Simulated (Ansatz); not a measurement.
AgCl, CsCl type, relaxed with r2SCAN in Ansatz 0.2.0. The symmetry is Pm-3m (No. 221, cubic); conventional cell a = 3.396 Å, 19.58 Å³ an atom. Around Ag lie 8 Cl at 2.94 Å; around Cl lie 8 Ag at 2.94 Å.

The axes x, y and z are those of this cell:
```
CELL_PARAMETERS angstrom
3.39559 0.00000 0.00000
0.00000 3.39559 0.00000
0.00000 0.00000 3.39559
ATOMIC_POSITIONS crystal
Ag 0.00000 0.00000 0.00000
Cl 0.50000 0.50000 0.50000
```

Unstrained: PBE gives an indirect gap of 0.585 eV, from X to Γ; the least direct gap is 2.195 eV at Γ. With r2SCAN the valence top lies at X and the conduction bottom at Γ, 1.227 eV higher; the smallest vertical gap, at Γ, is 2.876 eV. HSE06 gives an indirect gap of 2.010 eV, from X to Γ; the least direct gap is 3.576 eV at Γ. Meshes: PBE 8×8×8, r2SCAN 8×8×8, HSE06 6×6×6. Strains are changes of length per length. After each strain the atoms were relaxed again with r2SCAN within the symmetry that the strain leaves, so tilts or polar shifts that break it weren't tested; points keep the names that they have in the unstrained zone. All values are calculated for a non-magnetic cell, which may be hypothetical.

Q: One strain changed the r2SCAN stress by xx -0.43, yy -0.16, zz -0.16 GPa (compression positive) and the gap by -0.006 eV (PBE), -0.007 eV (r2SCAN), -0.006 eV (HSE06). Which kind of strain was it, and roughly how large?

A: Uniaxial +0.45 % along x, other directions held. The pattern of the stress gives the kind; the size needs the stiffness, so it is an estimate.

Q: For epitaxial -0.85 % in the plane normal to [111], how far does the free direction move, and what happens to the gap?

A: The normal strain at zero normal stress is +2.60 %, 3.06 of the in-plane strain with the sign turned. PBE: the gap goes from 0.585 to 0.519 eV (-0.066 eV). r2SCAN: the gap goes from 1.227 to 1.155 eV (-0.072 eV). HSE06: the gap goes from 2.010 to 1.941 eV (-0.069 eV).

Q: One strain changed the r2SCAN stress by xx -2.16, yy -2.16, zz -2.16, xy +0.34, xz +0.34, yz +0.34 GPa (compression positive) and the gap by -0.084 eV (PBE), -0.101 eV (r2SCAN), -0.092 eV (HSE06). Which kind of strain was it, and roughly how large?

A: Uniaxial +4.47 % along [111], other directions held. The pattern of the stress gives the kind; the size needs the stiffness, so it is an estimate.

The runs are scalar-relativistic, without spin-orbit coupling.

The meshes of the hybrids are coarse, so their gaps aren't converged to the digits shown.
